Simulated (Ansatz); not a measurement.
SrO (zincblende): gap against strain (epitaxial in the plane normal to [111])

SrO in the zincblende structure, relaxed with r2SCAN in Ansatz 0.2.0, then strained (epitaxial in the plane normal to [111]; changes of length per length, axes as in the cell below) with the atoms relaxed again within the symmetry that is left. Space group F-43m (No. 216), cubic; a = 5.585 Å in the conventional setting, 21.77 Å³ an atom. Sr has 4 O at 2.42 Å; O has 4 Sr at 2.42 Å. (Calculated; spin-unpolarised; the phase may be known or hypothetical.)

```yaml
crystal:
  lattice:
    - [0.00000, 2.79228, 2.79228]
    - [2.79228, 0.00000, 2.79228]
    - [2.79228, 2.79228, 0.00000]
  atoms:
    - { symbol: Sr, position: [0.00000, 0.00000, 0.00000] }
    - { symbol: O, position: [0.25000, 0.25000, 0.25000] }
```

Gaps are the least over each mesh (PBE 8×8×8, r2SCAN 8×8×8, HSE06 6×6×6 when unstrained) and the special points, which keep their unstrained names; stress is the change from the unstrained cell, compression positive.

```csv
strain (%),free normal strain (%),"gap, PBE (eV)","gap, r2SCAN (eV)","gap, HSE06 (eV)","edges, HSE06","in-plane stress, r2SCAN (GPa)","energy rise, r2SCAN (meV/atom)"
0.0,0.00,2.519,2.889,3.851,W → Γ,0.00,0.0
+2.5,-2.47,2.450,2.821,3.772,W → Γ,-2.44,8.5
+3.95,-3.97,2.409,2.784,3.725,W → Γ,-3.76,20.7
+5.36,-5.56,2.371,2.751,3.682,W → Γ,-4.92,37.3
```

Q: Estimate the row for a strain of -5.01 %.

A:
```csv
strain (%),free normal strain (%),"gap, PBE (eV)","gap, r2SCAN (eV)","gap, HSE06 (eV)","edges, HSE06","in-plane stress, r2SCAN (GPa)","energy rise, r2SCAN (meV/atom)"
-5.01,+4.33,2.651,3.034,4.002,W → Γ,+5.82,37.7
```

Between zero and the nearest strains the slope of the HSE06 gap against strain is -0.030 eV per percent for negative and -0.032 for positive strain.

The meshes of the hybrids are coarse, so their gaps aren't converged to the digits shown.
